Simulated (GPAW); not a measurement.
# CdF2 (Fm-3m) in GPAW: convergence with smearing width (eV)

Aim: find how far smearing width (eV) must go before the results for CdF2 settle, at r2SCAN. This setting moves, with any that are tied to it; all else stays.

Program: GPAW 26.7.0. These are calculated values, not measurements. Logs are shortened: lines on timing, memory, paths and dates and some standing lists are left out, and cuts for length are marked. The log counts tension as positive stress, the text compression.

## (1) The crystal as given

It takes space group Fm-3m (No. 225, cubic). Conventional cell: a = 5.388 Å, b = 5.388 Å, c = 5.388 Å, α = 90.00°, β = 90.00°, γ = 90.00°. Cd (site symmetry m-3m) is surrounded by 8 F at 2.33 Å. F (site symmetry -43m) is surrounded by 4 Cd at 2.33 Å.

## (2) With smearing width (eV) 0.5

run.py reads:

```python
from ase import Atoms
from ase.dft.bandgap import bandgap
from ase.io import write
from ase.units import GPa
from gpaw import GPAW, PW

atoms = Atoms(['Cd', 'F', 'F'],
              cell=[[0.0, 2.694, 2.694],
                    [2.694, 0.0, 2.694],
                    [2.694, 2.694, 0.0]],
              scaled_positions=[[0.0, 0.0, 0.0],
                                [0.75, 0.75, 0.75],
                                [0.25, 0.25, 0.25]],
              pbc=True)

calc = GPAW(mode=PW(800),
            xc='MGGA_X_R2SCAN+MGGA_C_R2SCAN',
            kpts={'size': (7, 7, 7), 'gamma': True},
            occupations={'name': 'fermi-dirac', 'width': 0.5},
            nbands=24,
            convergence={'density': 1e-05, 'energy': 1e-05},
            maxiter=100,
            txt='gpaw.txt')
atoms.calc = calc
energy = atoms.get_potential_energy()
forces = atoms.get_forces()
stress = atoms.get_stress()
calc.write('gs.gpw')
write('result.traj', atoms)
print(f'Energy: {energy:.6f} eV')
print('Forces (eV/A):')
print(forces.round(4))
print('Stress (GPa):', (stress / GPa).round(3))
print('Fermi level:', round(calc.get_fermi_level(), 4), 'eV')
print(f'Gap: {bandgap(calc)[0]:.4f} eV, direct: {bandgap(calc, direct=True)[0]:.4f} eV')
```

Potentials or basis: GPAW PAW data sets (gpaw-data 1.2.1), pw.

Run with:

```console
$ OMP_NUM_THREADS=1 python run.py
```

Wall time 50 s (1 thread of Arm Neoverse V1, shared host); peak memory 0.3 GiB.

What came out:

- Free energy: -28.4105 eV
- Pressure: -1.7 GPa
- Band gap on the k mesh: 3.82 eV, indirect (least direct gap 4.23 eV)

## (3) With smearing width (eV) 0.3

run.py: that of step 2 with these lines changed.

```diff
@@ -18,3 +18,3 @@
             kpts={'size': (7, 7, 7), 'gamma': True},
-            occupations={'name': 'fermi-dirac', 'width': 0.5},
+            occupations={'name': 'fermi-dirac', 'width': 0.3},
             nbands=24,
```

Potentials or basis: GPAW PAW data sets (gpaw-data 1.2.1), pw.

Run with:

```console
$ OMP_NUM_THREADS=1 python run.py
```

Run time: 50 s. Hardware: 1 thread of Arm Neoverse V1, shared host; peak memory 0.3 GiB.

Results:

| Quantity | Value |
| --- | --- |
| Free energy | -28.4046 eV |
| Pressure | -1.8 GPa |
| Band gap on the k mesh | 3.82 eV, indirect (least direct gap 4.23 eV) |

## (4) With smearing width (eV) 0.2

run.py: that of step 3 with these lines changed.

```diff
@@ -18,3 +18,3 @@
             kpts={'size': (7, 7, 7), 'gamma': True},
-            occupations={'name': 'fermi-dirac', 'width': 0.3},
+            occupations={'name': 'fermi-dirac', 'width': 0.2},
             nbands=24,
```

Run with:

```console
$ OMP_NUM_THREADS=1 python run.py
```

Run time: 50 s. Hardware: 1 thread of Arm Neoverse V1, shared host; peak memory 0.3 GiB.

It converged, with:

```yaml
Free_energy: -28.4045 eV
Pressure: -1.8 GPa
Band_gap_on_the_k_mesh: 3.82 eV, indirect (least direct gap 4.23 eV)
```

## (5) With smearing width (eV) 0.15

run.py: that of step 4 with these lines changed.

```diff
@@ -18,3 +18,3 @@
             kpts={'size': (7, 7, 7), 'gamma': True},
-            occupations={'name': 'fermi-dirac', 'width': 0.2},
+            occupations={'name': 'fermi-dirac', 'width': 0.15},
             nbands=24,
```

Run with:

```console
$ OMP_NUM_THREADS=1 python run.py
```

Wall time 50 s (1 thread of Arm Neoverse V1, shared host); peak memory 0.3 GiB.

The run converged. Its results:

```yaml
Free_energy: -28.4045 eV
Pressure: -1.8 GPa
Band_gap_on_the_k_mesh: 3.82 eV, indirect (least direct gap 4.23 eV)
```

## (6) With smearing width (eV) 0.1

run.py: that of step 5 with these lines changed.

```diff
@@ -18,3 +18,3 @@
             kpts={'size': (7, 7, 7), 'gamma': True},
-            occupations={'name': 'fermi-dirac', 'width': 0.15},
+            occupations={'name': 'fermi-dirac', 'width': 0.1},
             nbands=24,
```

Potentials or basis: GPAW PAW data sets (gpaw-data 1.2.1), pw.

Run with:

```console
$ OMP_NUM_THREADS=1 python run.py
```

Wall time 50 s (1 thread of Arm Neoverse V1, shared host); peak memory 0.3 GiB.

The run converged. Its results:

```yaml
Free_energy: -28.4045 eV
Pressure: -1.8 GPa
Band_gap_on_the_k_mesh: 3.82 eV, indirect (least direct gap 4.23 eV)
```

## (7) With smearing width (eV) 0.05

run.py: that of step 6 with these lines changed.

```diff
@@ -18,3 +18,3 @@
             kpts={'size': (7, 7, 7), 'gamma': True},
-            occupations={'name': 'fermi-dirac', 'width': 0.1},
+            occupations={'name': 'fermi-dirac', 'width': 0.05},
             nbands=24,
```

Run with:

```console
$ OMP_NUM_THREADS=1 python run.py
```

It took 50 s on 1 thread of Arm Neoverse V1, shared host; peak memory 0.3 GiB.

Results (log left out):

- Free energy: -28.4045 eV
- Pressure: -1.8 GPa
- Band gap on the k mesh: 3.82 eV, indirect (least direct gap 4.23 eV)

## (8) With smearing width (eV) 0.025

run.py: that of step 7 with these lines changed.

```diff
@@ -18,3 +18,3 @@
             kpts={'size': (7, 7, 7), 'gamma': True},
-            occupations={'name': 'fermi-dirac', 'width': 0.05},
+            occupations={'name': 'fermi-dirac', 'width': 0.025},
             nbands=24,
```

Run with:

```console
$ OMP_NUM_THREADS=1 python run.py
```

It took 49 s on 1 thread of Arm Neoverse V1, shared host; peak memory 0.3 GiB.

It converged, with:

```
Free energy            : -28.4045 eV
Pressure               : -1.8 GPa
Band gap on the k mesh : 3.82 eV, indirect (least direct gap 4.23 eV)
```

## (9) With smearing width (eV) 0.01

run.py: that of step 8 with these lines changed.

```diff
@@ -18,3 +18,3 @@
             kpts={'size': (7, 7, 7), 'gamma': True},
-            occupations={'name': 'fermi-dirac', 'width': 0.025},
+            occupations={'name': 'fermi-dirac', 'width': 0.01},
             nbands=24,
```

Potentials or basis: GPAW PAW data sets (gpaw-data 1.2.1), pw.

Run with:

```console
$ OMP_NUM_THREADS=1 python run.py
```

gpaw.txt:

```text
__  _  _
 | _ |_)|_||  |
 |__||  | ||/\| - 26.7.0

Input parameters:
  mode=PW(ecut=800.0),
  convergence={'density': 1e-05, 'energy': 1e-05},
  kpts=MonkhorstPack(size=(7, 7, 7), gamma=True),
  maxiter=100,
  nbands=24,
  occupations=Occupations(name='fermi-dirac', width=0.01),
  xc=XC(name='MGGA_X_R2SCAN+MGGA_C_R2SCAN')

Diagonalizing LCAO Hamiltonian
Converting LCAO to pw mode

                    F

           F

       Cd

Atoms  # Å, Bohr magnetons
|   | symbol |        x |        y |        z |    initial magnetic moments |
|---|--------|----------|----------|----------|-----------------------------|
| 0 |     Cd | 0.000000 | 0.000000 | 0.000000 | ( 0.0000,  0.0000,  0.0000) |
| 1 |      F | 4.041000 | 4.041000 | 4.041000 | ( 0.0000,  0.0000,  0.0000) |
| 2 |      F | 1.347000 | 1.347000 | 1.347000 | ( 0.0000,  0.0000,  0.0000) |

Unit cell  # Å
| periodic |        x |        y |        z |  lengths |    angles |
|----------|----------|----------|----------|----------|-----------|
|      yes | 0.000000 | 2.694000 | 2.694000 | 3.809891 | 60.000000 |
|      yes | 2.694000 | 0.000000 | 2.694000 | 3.809891 | 60.000000 |
|      yes | 2.694000 | 2.694000 | 0.000000 | 3.809891 | 60.000000 |

Number of symmetries: 48
Symmetry operations  # r_c * U_cc + t_c -> r_c
|    | kind |            matrix            |
|----|------|------------------------------|
|  0 |  σ   |  1, 0, 0,  1, 0,-1,  1,-1, 0 |
|  1 |  C2  |  1, 0, 0,  1,-1, 0,  1, 0,-1 |
|  2 |  E   |  1, 0, 0,  0, 1, 0,  0, 0, 1 |
|  3 |  σ   |  1, 0, 0,  0, 0, 1,  0, 1, 0 |
|  4 |  C4  |  1, 0,-1,  1, 0, 0,  1,-1, 0 |
|  5 |  S6  |  1, 0,-1,  1,-1, 0,  1, 0, 0 |
|  6 |  σ   |  1, 0,-1,  0, 1,-1,  0, 0,-1 |
|  7 |  C3  |  1, 0,-1,  0, 0,-1,  0, 1,-1 |
|  8 |  S6  |  1,-1, 0,  1, 0, 0,  1, 0,-1 |
|  9 |  C4  |  1,-1, 0,  1, 0,-1,  1, 0, 0 |
| 10 |  C3  |  1,-1, 0,  0,-1, 1,  0,-1, 0 |
| 11 |  σ   |  1,-1, 0,  0,-1, 0,  0,-1, 1 |
| 12 |  σ   |  0, 1, 0,  1, 0, 0,  0, 0, 1 |
| 13 |  C4  |  0, 1, 0,  0, 1,-1, -1, 1, 0 |
| 14 |  C3  |  0, 1, 0,  0, 0, 1,  1, 0, 0 |
| 15 |  S6  |  0, 1, 0, -1, 1, 0,  0, 1,-1 |
[... 142 lines left out ...]
  Good broyden scale: 1.0
  Trust region scale: 1.0
  Backstep threshold: 4.0
  History deletion threshold: 6.0
  Fourier metric: weight=20.0, sigma=0.015

occupation numbers:
  Fermi-Dirac:
    width: 0.0100  # eV

poisson solver:
  ecut: 6400.0  # eV

xc functional:
  name: MGGA_X_R2SCAN+MGGA_C_R2SCAN with 2 nearest neighbor stencil

convergence criteria:
[... 6 lines left out ...]
|iter     | |      energy | eigst |  dens |
|---------|-|-------------|-------|-------|
|iter:   1| |  -37.494952 | -0.43 |       |
|iter:   2| |  -29.534180 | -1.34 | -1.06 |
|iter:   3| |  -32.826774 | +0.23 | -1.05 |
|iter:   4| |  -28.442560 | -0.06 | -0.82 |
|iter:   5| |  -28.400065 | -2.62 | -1.63 |
|iter:   6| |  -28.404426 | -3.47 | -2.08 |
|iter:   7| |  -28.404434 | -4.76 | -2.97 |
|iter:   8| |  -28.404463c| -5.95 | -3.40 |
|iter:   9| |  -28.404463c| -7.84c| -4.66 |
|iter:  10| |  -28.404463c| -7.88c| -5.20c|

Converged in 10 steps
Energy contributions relative to reference atoms: (reference = -157601.279907)

Energy contributions:
  Kinetic:          47.584701
  Coulomb:         -41.578730
  Zero:             -0.004599
  External:          0.000000
  Xc:              -34.405835
  Entropy:          -0.000000
  Spinorbit:         0.000000
  ----------------------------
  Free energy:     -28.404463
  Extrapolated:    -28.404463

dipole moment: (-17.249353, -17.249353, -17.249353)  # |e|*Ang

Fermi level: 4.804
Eigenvalues  # (at kpt = [0.000, 0.000, 0.000])
| band index |      eig [eV] | occ [0-2] |
|------------|---------------|-----------|
|          0 |       -20.649 |     2.000 |
|        ... |               |           |
|          5 |        -2.992 |     2.000 |
|          6 |        -2.992 |     2.000 |
|          7 |         0.295 |     2.000 |
|          8 |         0.296 |     2.000 |
|          9 |         0.296 |     2.000 |
|         10 |         0.846 |     2.000 |
[... 8 lines left out ...]
|         19 |        22.220 |     0.000 |
|         20 |        26.050 |     0.000 |
|        ... |               |           |
|         23 |        26.259 |     0.000 |

Gap: 3.820 eV
Transition (v -> c):
  (s=0, k=9, n=12, [0.43, 0.29, -0.29]) -> (s=0, k=0, n=13, [0.00, 0.00, 0.00])
Direct/indirect transitions are different
Direct gap: 4.231 eV
Transition at: (s=0, k=0, n=12, [0.00, 0.00, 0.00])

Forces  # eV/Ang
|        x |        y |        z |
|----------|----------|----------|
|  0.00000 | -0.00000 | -0.00000 |  # Cd   0
|  0.00000 |  0.00000 |  0.00000 |  # F    1
| -0.00000 |  0.00000 |  0.00000 |  # F    2

Stress tensor  # eV/Ang^3
|         x |         y |         z |
|-----------|-----------|-----------|
|  0.011363 | -0.000000 | -0.000000 |
| -0.000000 |  0.011363 | -0.000000 |
| -0.000000 | -0.000000 |  0.011363 |

# Writing to gs.gpw (mode='')
```

Wall time 50 s (1 thread of Arm Neoverse V1, shared host); peak memory 0.3 GiB.

What came out:

```
Free energy            : -28.4045 eV
Pressure               : -1.8 GPa
Band gap on the k mesh : 3.82 eV, indirect (least direct gap 4.23 eV)
```

## (10) Result

```
smearing width (eV)  energy less the tightest run, at zero smearing (meV/atom)  pressure (GPa)  gap on the mesh (eV)  SCF cycles  CPU time (s)  peak memory (GiB)
                0.5                                                       4.09           -1.71                 3.824          10            50                0.3
                0.3                                                       0.17           -1.82                 3.820          10            50                0.3
                0.2                                                       0.00           -1.82                 3.820          10            50                0.3
               0.15                                                       0.00           -1.82                 3.820          10            50                0.3
                0.1                                                       0.00           -1.82                 3.820          10            50                0.3
               0.05                                                       0.00           -1.82                 3.820          10            50                0.3
              0.025                                                       0.00           -1.82                 3.820          10            49                0.3
               0.01                                                       0.00           -1.82                 3.820          10            50                0.3
```

Against the tightest run, the energy stays within 1 meV/atom from 0.3 on; the pressure stays within 0.1 GPa from 0.3 on; the gap on the mesh stays within 0.01 eV from 0.5 on. The tightest run that finished is the yardstick and may itself not be fully converged.

Caveats: the PAW data sets were made with another functional, which shifts forces and pressure a little; an odd mesh through Γ misses points on the zone boundary, where band edges often lie.
